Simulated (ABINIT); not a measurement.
Crystal: C.

```
C
1.0
     2.12732   -1.22828    0.00000
     2.12732    1.22828    0.00000
    -1.37907    0.00000    3.50283
C
2
Direct
  0.16664 0.16664 0.99991
  0.83336 0.83336 0.00009
```

This is a stacking variant of graphite.

- Program: ABINIT 10.8.3 (patched build)
- Task: relaxation of cell and atoms
- Functional: LDA
- Potentials or basis: JTH PAW LDA v2.0
- Cutoff: 517 eV
- k mesh: 13 × 13 × 8
- Occupations: fermi-dirac, width 0.05 eV
- Spin: no spin polarisation

At the start: pressure -4.4 GPa; volume 9.15 Å³/atom.

Problem. How do energy, volume and symmetry change on relaxing?

Solution. Over 9 steps the energy falls by 3.1 meV/atom and the volume is 8.64 Å³/atom (-5.6 %); space group R-3m (No. 166, to 0.05 Å).

Step by step:
```tsv
step	energy change (eV)	largest force (eV/Å)	pressure (GPa)	volume (Å³)
1	0.0000	0.0036	-4.42	18.31
2	-0.0034	0.0026	0.70	18.06
3	-0.0037	0.0014	-0.28	18.09
4	-0.0039	0.0005	-0.52	18.07
5	-0.0048	0.0073	-1.46	17.88
6	-0.0056	0.0140	-1.71	17.59
7	-0.0061	0.0146	-1.02	17.32
8	-0.0063	0.0087	-0.18	17.26
9	-0.0063	0.0047	0.01	17.28
```

Final structure:
```cif
data_structure
_symmetry_space_group_name_H-M 'P 1'
_symmetry_Int_Tables_number 1
_cell_length_a 2.4439
_cell_length_b 2.4439
_cell_length_c 3.6194
_cell_angle_alpha 109.485
_cell_angle_beta 109.485
_cell_angle_gamma 59.998
_cell_volume 17.28
loop_
_atom_site_label
_atom_site_type_symbol
_atom_site_fract_x
_atom_site_fract_y
_atom_site_fract_z
_atom_site_occupancy
C1 C 0.16664 0.16664 0.99991 1
C2 C 0.83336 0.83336 0.00009 1
```

Caveat: the atomic spheres overlap.
